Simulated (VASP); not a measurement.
# P (Cmce) in VASP: further runs, part 2 of 2

VASP 6.6.1. The steps go on from the part before.

### Step 4. Single point, PBE

This run uses another cell than the first one, of 17.64 Å³/atom, 0.927 times its volume.

INCAR

```
ALGO = Fast
EDIFF = 1E-6
ENCUT = 450
GGA = PE
ISIF = 2
ISMEAR = 0
KPAR = 4
LASPH = True
LCHARG = False
LREAL = False
LWAVE = False
NBANDS = 18
NELM = 120
PREC = Accurate
SIGMA = 0.02
```

KPOINTS

```
k-points
0
Gamma
  10 10 7
```

POSCAR

```
P                                       
1.0
    1.6588370446     -5.0988726779     -0.0000000000
    1.6588370446      5.0988726779      0.0000000000
    0.0000000000     -0.0000000000      4.1712965232
  P             
     4
Direct
     0.1060452640824326    0.8939547359175675    0.0726360135275234
     0.6060452640824325    0.3939547359175674    0.4273639864724766
     0.8939547359175675    0.1060452640824326    0.9273639864724765
     0.3939547359175674    0.6060452640824325    0.5726360135275235
```

Potentials or basis: VASP PAW PBE potentials, release 64 (P).

Command:

```
cat potpaw_PBE.64/P/POTCAR > POTCAR
mpirun -np 4 vasp_std > vasp.out
```

OUTCAR:

```text
EDIFF = 1E-6
   ENCUT = 450
   GGA = PE
   ISIF = 2
   ISMEAR = 0
   LASPH = True
   LREAL = False
   NELM = 120
   PREC = Accurate

 ion  position               nearest neighbor table
   1  0.106  0.894  0.073-   2 2.22   2 2.22   3 2.25
   2  0.606  0.394  0.427-   1 2.22   1 2.22   4 2.25
   3  0.894  0.106  0.927-   4 2.22   4 2.22   1 2.25
   4  0.394  0.606  0.573-   3 2.22   3 2.22   2 2.25

  LATTYP: Found a base centered orthorhombic cell.
 ALAT       =     3.3176740892
 B/A-ratio  =     3.0737634504
 C/A-ratio  =     1.2572954459

  Lattice vectors:

 A1 = (   1.6588370446,  -5.0988726779,   0.0000000000)
 A2 = (   1.6588370446,   5.0988726779,   0.0000000000)
 A3 = (   0.0000000000,   0.0000000000,   4.1712965232)

Analysis of symmetry for initial positions (statically):
=====================================================================
 Subroutine PRICEL returns:
 Original cell was already a primitive cell.

 Routine SETGRP: Setting up the symmetry group for a
 base centered orthorhombic supercell.

 Subroutine GETGRP returns: Found  8 space group operations
 (whereof  4 operations were pure point group operations)
 out of a pool of  8 trial point group operations.

The static configuration has the point symmetry C_2h.
 The point group associated with its full space group is D_2h.

Analysis of symmetry for dynamics (positions and initial velocities):
=====================================================================
 Subroutine PRICEL returns:
 Original cell was already a primitive cell.

 Routine SETGRP: Setting up the symmetry group for a
 base centered orthorhombic supercell.

 Subroutine GETGRP returns: Found  8 space group operations
 (whereof  4 operations were pure point group operations)
 out of a pool of  8 trial point group operations.

The dynamic configuration has the point symmetry C_2h.
 The point group associated with its full space group is D_2h.

 Subroutine INISYM returns: Found  8 space group operations
 (whereof  4 operations are pure point group operations),
 and found     1 'primitive' translations

----------------------------------------------------------------------------------------

                                     Primitive cell

  volume of cell :      70.5633

  direct lattice vectors                    reciprocal lattice vectors
     1.658837045 -5.098872678  0.000000000     0.301415984 -0.098060891  0.000000000
     1.658837045  5.098872678  0.000000000     0.301415984  0.098060891  0.000000000
     0.000000000  0.000000000  4.171296523     0.000000000  0.000000000  0.239733616

  length of vectors
     5.361925300  5.361925300  4.171296523     0.316966140  0.316966140  0.239733616

  position of ions in fractional coordinates (direct lattice)
     0.106045264  0.893954736  0.072636014
     0.606045264  0.393954736  0.427363986
     0.893954736  0.106045264  0.927363986
     0.393954736  0.606045264  0.572636014

  ion indices of the primitive-cell ions
   primitive index   ion index
                 1           1
                 2           2
                 3           3
                 4           4

[... 28 lines left out ...]
  0.000000  0.000000  0.000000      1.000000
  0.100000  0.000000  0.000000      4.000000
  0.200000  0.000000  0.000000      4.000000
  0.300000  0.000000  0.000000      4.000000
  0.400000  0.000000  0.000000      4.000000
  0.500000  0.000000  0.000000      2.000000
[... 16 lines left out ...]
  0.300000  0.300000  0.000000      2.000000
  0.400000  0.300000  0.000000      4.000000
 [... further k-points ...]
   k-points           NKPTS =    124   k-points in BZ     NKDIM =    124   number of bands    NBANDS=     18
   number of dos      NEDOS =    301   number of ions     NIONS =      4
   total plane-waves  NPLWV =  48000
   dimension x,y,z NGX =    40 NGY =   40 NGZ =   30
   dimension x,y,z NGXF=    80 NGYF=   80 NGZF=   60
   ions per type =               4
   NGX,Y,Z   is equivalent  to a cutoff of  12.40, 12.40, 11.96 a.u.
   NGXF,Y,Z  is equivalent  to a cutoff of  24.80, 24.80, 23.91 a.u.
 SYSTEM =  unknown system
   PREC   = accura    normal or accurate (medium, high low for compatibility)
   ISTART =      0    job   : 0-new  1-cont  2-samecut
   ICHARG =      2    charge: 1-file 2-atom 10-const
   ISPIN  =      1    spin polarized calculation?
   LNONCOLLINEAR =      F non collinear calculations
   LSORBIT =      F    spin-orbit coupling
   LASPH  =      T    aspherical Exc in radial PAW
   ENCUT  =  450.0 eV  33.07 Ry    5.75 a.u.   9.27  9.27  7.21*2*pi/ulx,y,z
   NELM   =    120;   NELMIN=  2; NELMDL= -5     # of ELM steps
   EDIFF  = 0.1E-05   stopping-criterion for ELM
   LREAL  =      F    real-space projection
   EDIFFG = 0.1E-04   stopping-criterion for IOM
   NSW    =      0    number of steps for IOM
   IBRION =     -1    ionic relax: 0-MD 1-quasi-New 2-CG
   NFREE  =      0    steps in history (QN), initial steepest desc. (CG)
   ISIF   =      2    stress and relaxation
   ISYM   =      2    0-nonsym 1-usesym 2-fastsym
   POTIM  = 0.5000    time-step for ionic-motion
   TEBEG  =    0.0;   TEEND  =   0.0 temperature during run
   PSTRESS=    0.0 pullay stress
   NELECT =      20.0000    total number of electrons
   NUPDOWN=      -1.0000    fix difference up-down
   EMIN   =  10.00;   EMAX   =-10.00  energy-range for DOS
   EFERMI =   0.00;   METHOD = LEGACY
   ISMEAR =     0;   SIGMA  =   0.02  broadening in eV -4-tet -1-fermi 0-gaus
   EFERMI_NEDOS =   21; number of points for ismear=-14 and -15
   IALGO  =     68    algorithm
   IMIX   =      4    mixing-type and parameters
     AMIX     =   0.40;   BMIX     =  1.00
     AMIX_MAG =   1.60;   BMIX_MAG =  1.00
  volume/ion in A,a.u.               =      17.64       119.05
  Fermi-wavevector in a.u.,A,eV,Ry     =   1.075371  2.032157 15.734101  1.156424
  Thomas-Fermi vector in A             =   2.211226
   LORBIT       =      0    0 simple, 1 ext, 2 COOP (PROOUT), +10 PAW based schemes
   GGA     = PE    functional components
   LHFCALC =     F    Hartree Fock is set to
   AEXX    =    0.0000 exact exchange contribution
   IVDW    =     0    specifies the selected vdW correction
   LEPSILON=     F    determine dielectric tensor
   LRPA    =     F    only Hartree local field effects (RPA)
 non-spin polarized calculation
 RMM-DIIS sequential band-by-band and
 Gauss-broadening in eV      SIGMA  =   0.02
  energy-cutoff  :      450.00
  volume of cell :       70.56
 maximum number of plane-waves:      1546
 NGX is ok and might be reduce to    40
   NGX = 19   NGY = 19   NGZ = 15

 number of electron      19.9999998 magnetization

 Free energy of the ion-electron system (eV)
  ---------------------------------------------------
  ext. energy  EPLUGINS =         0.00000000
  ---------------------------------------------------
  free energy    TOTEN  =       -21.37665989 eV

  energy without entropy =      -21.37657753  energy(sigma->0) =      -21.37661871

 E-fermi :   7.4858     XC(G=0): -10.2572

 val. band max:        7.3875014055   @ k =  -0.4000   0.3000   0.0000
 cond. band min:       7.4878783462   @ k =   0.5000   0.1000   0.0000
 fundamental gap:      0.1003769407
 Fermi energy:         7.4858253422

 k-point     1 :       0.0000    0.0000    0.0000
  band No.  band energies     occupation
      1      -8.6272      2.00000
      2      -5.2831      2.00000
      3      -1.7682      2.00000
      4       0.1003      2.00000
      5       2.2923      2.00000
      6       3.1438      2.00000
[... 481 lines left out ...]
      5       1.8291      2.00000
      6       2.2696      2.00000
[... 10 lines left out ...]
     17      13.6505      0.00000
     18      14.3533      0.00000

 [... further k-points ...]

------------------------ aborting loop because EDIFF is reached ----------------------------------------

  FORCE on cell =-STRESS in cart. coord.  units (eV):
  Direction    XX          YY          ZZ          XY          YZ          ZX
  --------------------------------------------------------------------------------------
  -------------------------------------------------------------------------------------
  Total        1.5939087      1.6106954      1.6662011      0.0000000      0.0000000      0.0000000
  in kB       36.1905414     36.5716908     37.8319781      0.0000000      0.0000000      0.0000000
  external PRESSURE =      36.8647367 kB  Pullay stress =       0.0000000 kB

 VOLUME and BASIS-vectors are now :
 -----------------------------------------------------------------------------
  energy-cutoff  :      450.00
  volume of cell :       70.56
      direct lattice vectors                 reciprocal lattice vectors
     1.658837045 -5.098872678  0.000000000     0.301415984 -0.098060891  0.000000000
     1.658837045  5.098872678  0.000000000     0.301415984  0.098060891  0.000000000
     0.000000000  0.000000000  4.171296523     0.000000000  0.000000000  0.239733616

 POSITION                                       TOTAL-FORCE (eV/Angst)
 -----------------------------------------------------------------------------------
      1.65884      4.01745      0.30299         0.000000      0.006102     -0.004400
      1.65884     -1.08142      1.78266         0.000000      0.006102      0.004400
      1.65884     -4.01745      3.86831         0.000000     -0.006102      0.004400
      1.65884      1.08142      2.38863         0.000000     -0.006102     -0.004400
 -----------------------------------------------------------------------------------
    total drift:                                0.000000     -0.000000      0.000000

  FREE ENERGIE OF THE ION-ELECTRON SYSTEM (eV)
  ---------------------------------------------------
  free  energy   TOTEN  =       -21.3766598938 eV

  energy  without entropy=      -21.3765775283  energy(sigma->0) =      -21.37661871
```

Wall time 23 s (4 MPI ranks of Intel Xeon Platinum 8488C (Sapphire Rapids), shared host); peak memory 0.24 GiB.

What came out:

* Free energy: -21.3767 eV
* Pressure: 3.7 GPa
* Largest force: 0.008 eV/Å
* Band gap on the k mesh: none (metal or under the smearing width)

Forces in eV/Å, atoms in the order of the input:
```
P    0.000  0.006 -0.004
P    0.000  0.006  0.004
P    0.000 -0.006  0.004
P    0.000 -0.006 -0.004
```

Stress tensor (GPa, compression positive):
```
3.62 0.00 0.00
0.00 3.66 0.00
0.00 0.00 3.78
```

Levels at points of the mesh, in eV from the Fermi level:
```tsv
k point	band 7	band 8	band 9	band 10	band 11	band 12	band 13	band 14
(0.00, 0.00, 0.00)	-4.18	-2.96	-2.75	-1.46	0.93	1.15	1.82	3.36
(0.50, 0.00, 0.00)	-3.31	-3.31	-2.75	-2.75	0.74	0.74	1.01	1.01
(0.50, 0.50, 0.00)	-4.46	-2.26	-1.89	-0.43	0.39	0.56	2.38	3.07
```

### Step 5. Overview

| task | level | potentials or basis | cell | cutoff (eV) | gap on the mesh (eV) | pressure (GPa) | largest force (eV/Å) |
| --- | --- | --- | --- | --- | --- | --- | --- |
| relaxation of cell and atoms | PBE+D3(BJ) | VASP PAW PBE potentials, release 64 (P) | relaxed | 600 | none | 0.0 | - |
| single point | LDA | VASP PAW LDA potentials, release 64 (P) | Cmce, 17.64 Å³/atom | 450 | none | -1.1 | 0.07 |
| single point | PBE | VASP PAW PBE potentials, release 64 (P) | Cmce, 17.64 Å³/atom | 450 | none | 3.7 | 0.01 |

Alike in all rows: no spin polarisation; k mesh 10 × 10 × 7; smearing gaussian 0.02 eV.

Caveats: pairwise dispersion overbinds metals, which lowers pressure and volume (some runs).

Absolute energies hang on the potentials; compare differences alone.
